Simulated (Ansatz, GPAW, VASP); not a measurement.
## One calculation of ZnSe, 3 ways

```
CELL_PARAMETERS angstrom
0.00000 2.83380 2.83380
2.83380 0.00000 2.83380
2.83380 2.83380 0.00000
ATOMIC_POSITIONS crystal
Se 0.75000 0.75000 0.75000
Zn 0.00000 0.00000 0.00000
```

Alike in all runs: task single point; functional PBE; k mesh 8 × 8 × 8; occupations gaussian, width 0.028 eV; no spin polarisation; no spin-orbit coupling. Pressure is positive in compression and, in plane waves, holds the error of the finite cutoff.

```tsv
program and potentials	plane-wave cutoff (eV)	notes	band gap (eV)	pressure (GPa)
GPAW, GPAW PAW data sets (gpaw-data 1.2.1)	600	-	1.30	2.09
Ansatz, all-electron LAPW, scalar-relativistic	-	-	1.29	2.12
VASP, PBE PAW files Se, Zn, 520 eV	520	-	1.29	2.36
```

The band gap spans 1.29 (VASP, PBE PAW files Se, Zn, 520 eV) to 1.30 eV (GPAW, GPAW PAW data sets (gpaw-data 1.2.1)), with all-electron results at 1.29. The pressure spans 2.09 (GPAW, GPAW PAW data sets (gpaw-data 1.2.1)) to 2.36 GPa (VASP, PBE PAW files Se, Zn, 520 eV), with all-electron results at 2.12. Spin-orbit coupling, left out here, moves the band edges of heavy atoms.

Differences between rows come from potentials, basis sets and numerical settings, since the functional is the same but for its coding. Runs on potential files found faulty are left out.

The three runs agree almost exactly on the gap, so its size is a property of the functional and not of the potentials. It lies far below the measured gap of zinc-blende ZnSe. A semilocal functional lacks the derivative discontinuity of the exact exchange-correlation potential. It also places the Zn 3d shell too high, which strengthens its repulsion with the Se 4p states and pushes up the valence band maximum.

The pressure is positive in every row, so PBE would expand this cell. This fits the functional's usual underbinding of semiconductors, since the cell is close to the experimental one. The all-electron value of 2.12 GPa shows that the compression is not an artefact of the pseudized cores. The pressure varies more between codes than the gap does, with VASP highest at 2.36 GPa, probably because of how its potentials describe the cores.

The agreement therefore supports the numerical reliability of the PBE result, but not its use for predicting the optical absorption edge.
